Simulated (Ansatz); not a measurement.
input.yaml (Ansatz)

```yaml
crystal:
  lattice:
    - [-2.0208580385, 2.0208580385, 2.0208580385]
    - [2.0208580385, -2.0208580385, 2.0208580385]
    - [2.0208580385, 2.0208580385, -2.0208580385]
  atoms:
    - { symbol: "Y", position: [0.0, 0.0, 0.0], spin: 1.0 }
hamiltonian:
  xc: pbe
  pseudopotentials:
    kind: paw
    azcp:
      "Y": "pseudopotentials/Y.paw.azcp"
basis:
  ecutwfc: 420
  fft_grid_basis: typed
kpoints:
  mp_grid: { grid: [18, 18, 18], shift: [0, 0, 0] }
magnetization:
  spin_polarized: true
scf:
  occupations: { method: fermi_dirac, width: 0.05 }
```

and its output:

```
Engine: ansatz 0.2.0, aarch64-unknown-linux-gnu
Pseudopotentials: kind: paw
Pseudopotential: Y, paw, valence charge 11, recommended cutoff 420 eV (normal) 
Functional definition: PBE
  parameter kappa = 0.804
  parameter beta = 0.06672455060314922
  exchange = pbe_x(kappa = kappa, mu = beta*pi^2/3)
  correlation = pbe_c(beta = beta)
Crystal: 1 atoms, lattice volume = 33.012 Å³
Basis set: ecut = 420 eV, 627 PW (Γ)
Bands: 10, of which v1, the nominal top of the filled ones, is band 6 counted from 1 (5 counted from 0)
Symmetry: 48 space group operations
Space group: Im-3m (ITA 229), of the structure as read, at distance tolerance 3.2e-5 Å
Magnetic group: BNS 229.140 (UNI 1642), of the structure as read, at distance tolerance 3.2e-5 Å
k-points: 195 of 5832
Non-local potential: Y, projectors of the file, l = 0: 3, l = 1: 2, l = 2: 2, l = 3: 1
PAW form: soft (Blöchl's): semilocal exchange-correlation on the pseudo side does not see the compensation charge
PAW one-centre angular grid: Y, 590 points (default); XC on 64 Gauss nodes
Initial density: superposition of atomic densities (chi_scale 0.1, normalization cell)
Starting moments: Σ|m| = 1 μB on 1 of 1 site
Initial wavefunctions: pseudopotential atomic-orbital guess
Functional: x = pbe(κ = 0.804, μ = 0.2195149727645171), c = pbe(β = 0.06672455060314922)
iter 1 solved again at ethr=1.03e-3 eV; its pass at ethr=3.10e-3 eV (dr2=1.14e-1 eV) is discarded
SCF iter   1: F=—  HF=-3848.591046 eV  |F-HF|=—  |Δ(HF+E_count)|=         —  Δρ=1.68e-2 (↑1.68e-2 ↓9.37e-3)  dr2=1.13e-1  dr2_m=3.93e-2  M=0.552 μB ∫|m|=0.552 μB  β_m=0.30  ethr=1.03e-3  ⟨swp⟩=1.0  Hψ=29585  notcnv=0
Mixer restart at iter 1: flushing history
spin=Collinear: Kerker preconditioning applied to the charge; magnetization (m = ρ↑ − ρ↓) channel mixes plain (no charge-response kernel on spin).
SCF iter   2: F=—  HF=-3848.570801 eV  |F-HF|=—  |Δ(HF+E_count)|=   2.02e-2  Δρ=1.25e-2 (↑1.25e-2 ↓6.86e-3)  dr2=7.10e-2  dr2_m=2.03e-2  M=0.537 μB ∫|m|=0.537 μB  β_m=0.65  ethr=1.03e-3  ⟨swp⟩=1.0  Hψ=3900  notcnv=0
SCF iter   3: F=—  HF=-3848.551824 eV  |F-HF|=—  |Δ(HF+E_count)|=   1.90e-2  Δρ=1.33e-3 (↑1.13e-3 ↓1.33e-3)  dr2=1.36e-3  dr2_m=1.32e-4  M=0.456 μB ∫|m|=0.456 μB  β_m=0.82  ethr=6.45e-4  ⟨swp⟩=2.1  Hψ=6813  notcnv=0
SCF iter   4: F=—  HF=-3848.552743 eV  |F-HF|=—  |Δ(HF+E_count)|=   9.19e-4  Δρ=5.17e-4 (↑4.77e-4 ↓5.17e-4)  dr2=3.06e-5  dr2_m=6.77e-5  M=0.408 μB ∫|m|=0.408 μB  β_m=0.91  ethr=1.24e-5  ⟨swp⟩=2.0  Hψ=4563  notcnv=0
SCF iter   5: F=—  HF=-3848.553177 eV  |F-HF|=—  |Δ(HF+E_count)|=   4.33e-4  Δρ=4.47e-4 (↑4.46e-4 ↓4.47e-4)  dr2=2.18e-6  dr2_m=5.97e-5  M=0.376 μB ∫|m|=0.376 μB  β_m=0.96  ethr=2.78e-7  ⟨swp⟩=2.9  Hψ=6102  notcnv=0
SCF iter   6: F=—  HF=-3848.553672 eV  |F-HF|=—  |Δ(HF+E_count)|=   4.95e-4  Δρ=3.62e-4 (↑3.62e-4 ↓3.59e-4)  dr2=5.34e-7  dr2_m=3.90e-5  M=0.324 μB ∫|m|=0.324 μB  β_m=0.93  ethr=1.98e-8  ⟨swp⟩=2.9  Hψ=6862  notcnv=0
SCF iter   7: F=—  HF=-3848.554489 eV  |F-HF|=—  |Δ(HF+E_count)|=   8.17e-4  Δρ=1.77e-4 (↑1.67e-4 ↓1.77e-4)  dr2=6.77e-7  dr2_m=8.73e-6  M=0.170 μB ∫|m|=0.170 μB  β_m=0.99  ethr=4.86e-9  ⟨swp⟩=3.8  Hψ=9125  notcnv=0
SCF iter   8: F=—  HF=-3848.554749 eV  |F-HF|=—  |Δ(HF+E_count)|=   2.60e-4  Δρ=7.38e-5 (↑4.95e-5 ↓7.38e-5)  dr2=1.10e-6  dr2_m=8.06e-7  M=0.052 μB ∫|m|=0.052 μB  β_m=0.99  ethr=4.86e-9  ⟨swp⟩=3.2  Hψ=8811  notcnv=0
SCF iter   9: F=—  HF=-3848.554767 eV  |F-HF|=—  |Δ(HF+E_count)|=   1.80e-5  Δρ=4.11e-5 (↑4.11e-5 ↓3.26e-5)  dr2=1.96e-7  dr2_m=3.42e-7  M=-0.031 μB ∫|m|=0.031 μB  β_m=1.00  ethr=4.86e-9  ⟨swp⟩=3.9  Hψ=8823  notcnv=0
SCF iter  10: F=—  HF=-3848.554776 eV  |F-HF|=—  |Δ(HF+E_count)|=   8.84e-6  Δρ=1.92e-5 (↑1.05e-5 ↓1.92e-5)  dr2=1.37e-7  dr2_m=2.96e-8  M=-0.008 μB ∫|m|=0.008 μB  β_m=0.94  ethr=1.78e-9  ⟨swp⟩=3.4  Hψ=7511  notcnv=0
SCF iter  11: F=—  HF=-3848.554776 eV  |F-HF|=—  |Δ(HF+E_count)|=   7.05e-7  Δρ=5.96e-6 (↑3.32e-6 ↓5.96e-6)  dr2=1.86e-8  dr2_m=1.21e-9  M=-0.002 μB ∫|m|=0.002 μB  β_m=0.97  ethr=1.25e-9  ⟨swp⟩=2.0  Hψ=6306  notcnv=0
SCF iter  12: F=—  HF=-3848.554776 eV  |F-HF|=—  |Δ(HF+E_count)|=   2.62e-8  Δρ=3.90e-7 (↑3.49e-7 ↓3.90e-7)  dr2=3.16e-12  dr2_m=4.02e-11  M=-0.000 μB ∫|m|=0.000 μB  β_m=0.97  ethr=1.69e-10  ⟨swp⟩=2.0  Hψ=6074  notcnv=0
SCF iter  13: F=-3848.554776 eV  HF=-3848.554776 eV  |F-HF|=9.09e-13  |Δ(HF+E_count)|=   1.18e-9  Δρ=5.78e-8 (↑4.43e-8 ↓5.78e-8)  dr2=1.94e-13  dr2_m=7.19e-13  M=-0.000 μB ∫|m|=0.000 μB  ethr=1.00e-12  ⟨swp⟩=1.0  Hψ=12275  notcnv=0
SCF 1 converged in 13 iterations: F = -3848.554776 eV  dr2 = 1.94e-13
WARN: the starting moments were not kept: the SCF closed with an absolute magnetisation of 4.9e-5 μB, where they sum to 1 μB in size (1 site). That is at most 0.1 of that sum. Measured as dr2_m measures the in/out step, that magnetisation stands 1.8e-10 eV from none, at or under the dr2_threshold of 1.0e-7 eV: it is no larger than a step whose dr2_m would equal this threshold. The system may hold no moment; this SCF shows only that its start led to no more than that. To try another start: raise the starting moments (crystal.atoms[].spin, magnetization.per_species, magnetization.initial_magnetization, or on a non-collinear deck that types none of these the spinor_matrix: blocks that start its atoms; where the total moment is fixed, keep their sum and leave initial_magnetization as it is; typed ones take the place of any that the run laid by itself, positive ones on a crystal's lanthanoids without a Hubbard term where scf.initial_density.shell_occupations: [] is typed) or, if the notice of its spin-set hold's release reads "site moments contracting" or "site moments show no strong build", lengthen the hold (scf.mixing.spin_hold: { on: { confirm: 4 } }; for m-r²SCAN on two components see the key's manual first). Each may lead to a state that holds a moment. A second SCF, from the converged charge density, with the starting moments and any scf.initial_density.shell_occupations laid on it anew, would have followed, and was not run: the deck does not ask for one (magnetization.retry_lost_moments is false, the default). To let it run, set magnetization.retry_lost_moments: true and run the deck again, where that key's refused combinations let it; where memory then withholds it, that run's warning says so.
SCF converged after 13 iterations
Magnetization: -0.0000 μB (5.5000 up, 5.5000 down)
Absolute magnetization: 0.0000 μB (∫|ρ↑−ρ↓|, with the PAW one-centre terms)
Spin contamination: 0.0000 ħ² per cell (⟨S²⟩ above its minimum at these occupations)
Per-site moments (μB) at R_I (Å): [(-2.8015442818515605e-5, 1.4438443789959678)]
Free energy (F): -3848.554776 eV
Harris-Foulkes:  -3848.554776 eV  (|F-HF|=9.09e-13)
Internal energy: -3848.532818 eV  (E = F + TS)
E sigma→0 (E₀):  -3848.543797 eV
Entropy (-TS):   -0.021958 eV (-21.958 meV/atom)
Fermi energy:    9.415772 eV
--- Per-component energies (eV) ---
  E_band       = -122.743189
  E_kinetic    = 304.351314
  E_local      = -615.196174  (includes V_loc(G=0)·N_el)
  E_nonlocal   = 50.074874
  E_hartree    = 194.831132
  E_xc         = -172.816285
  E_vxc        = -198.370163  (∫ρ·V_xc dr)
  E_paw        = -2825.352932  (= ΣΔE_a)
  E_vpaw       = -53.265311  (= ΣTr[D̂ρ^β])
  E_aug_tail   = 0.000003  (compensation charges beyond the density's cutoff)
  E_ewald      = -784.424750
  E_smearing   = -0.021958  (= −TS)
  E_closure    = 0.000000  (closes the sum)
  Σ components = -3848.554776   (vs F -3848.554776, Δ=0.00e0)
```
